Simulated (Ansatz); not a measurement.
# Si: the cost of one run

Program: Ansatz 0.2.0. Level of theory: DFT PBE, scalar-relativistic, plane waves, PAW. These are calculated values, not measurements.

### 1 The structure to begin with

It takes space group P6/mmm (No. 191, hexagonal). The conventional cell has a = 2.621 Å, b = 2.621 Å, c = 2.466 Å, α = 90.00°, β = 90.00°, γ = 120.00°. Around Si (site symmetry 6/mmm) lie 8 Si at 2.47 to 2.62 Å.

Coordinates:

```
Si
1.0
     2.62054    0.00000    0.00000
    -1.31027    2.26946    0.00000
     0.00000    0.00000    2.46635
Si
1
Cartesian
  0.0000 0.0000 0.0000
```

The structure comes from the Materials Project (structure only).

### 2 A distortion that keeps the symmetry

Against the listed cell: strain xx, yy, zz, yz, xz, xy = +2.6, +2.6, +5.6, +0.0, +0.0, +0.0 %.

Contents of input.yaml:

```yaml
crystal:
  lattice:
    - [2.6882838467, 0.0, 0.0]
    - [-1.3441419234, 2.3281221038, 0.0]
    - [0.0, 0.0, 2.6041002827]
  atoms:
    - { symbol: Si, position: [0.0, 0.0, 0.0] }
basis:
  ecutwfc: 420
kpoints:
  mp_grid: { grid: [18, 18, 16] }
hamiltonian:
  xc: pbe
scf:
  occupations: { method: gaussian, width: 0.1 }
output:
  forces: true
  stress: true
  eigenvalues: true
```

Started as:

```console
> ansatz run input.yaml --threads 1 --pin off --max-ram 1331MiB --backend cpu --events-out ev --progress --plain --runs-dir out
```

What time and memory should one allow on 1 thread of an x86-64 CPU, shared host?

About 1.1 s, with a peak of 0.43 GiB.
